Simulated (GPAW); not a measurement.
Crystal: Au.

```
Au
1.0
    -1.65727    1.65727    1.65727
     1.65727   -1.65727    1.65727
     1.65727    1.65727   -1.65727
Au
1
Direct
  0.00000 0.00000 0.00000
```

This isn't the form of Au at room conditions, which is fcc.

Base run:

```yaml
Program: GPAW 26.7.0
Functional: LDA
Potentials_or_basis: the program's PAW data sets (release 1.2.1) made for this functional
Cutoff: 600 eV
Basis: pw
k_mesh: 11 × 11 × 11
Occupations: fermi-dirac, width 0.05 eV
Spin: no spin polarisation
```

Its results: pressure -10.6 GPa.

The run is repeated on the same cell with these changes: functional from LDA to PBEsol; potentials or basis from the program's PAW data sets (release 1.2.1) made for this functional to PAW data sets generated in the run's folder for this functional. What comes out?

Pressure -6.8 GPa.

Caveats: with this Au data set, volumes or pressures lay over 1.5 % or 2 GPa off other programs in two to four cells of ten.
